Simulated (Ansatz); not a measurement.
The system is SrO.

```
Sr O
1.0
     0.00000    2.56630    2.56630
     2.56630    0.00000    2.56630
     2.56630    2.56630    0.00000
Sr O
1 1
Cartesian
  2.5663 2.5663 2.5663
  0.0000 0.0000 0.0000
```

Program: Ansatz 0.2.0. Alike in all runs: task band structure; potentials or basis Ansatz PAW; no spin polarisation; cell as given; smearing fermi-dirac 0.05 eV.

Task: Order these runs on this cell by their pressure, lowest first.
A. level LDA; k mesh 9 × 9 × 9; cutoff (eV) 420
B. level r2SCAN; k mesh 7 × 7 × 7; cutoff (eV) 500
C. level PBE; k mesh 9 × 9 × 9; cutoff (eV) 420
D. level PBEsol; k mesh 9 × 9 × 9; cutoff (eV) 420
E. level RPBE; k mesh 9 × 9 × 9; cutoff (eV) 420

Result: A (-3.8 GPa), D (-0.6 GPa), B (1.5 GPa), C (3.3 GPa), E (6.4 GPa).

Caveats: the PAW data sets come from PBE, with cores solved anew for the run's functional, which leaves a small shift of forces and pressure (some runs).
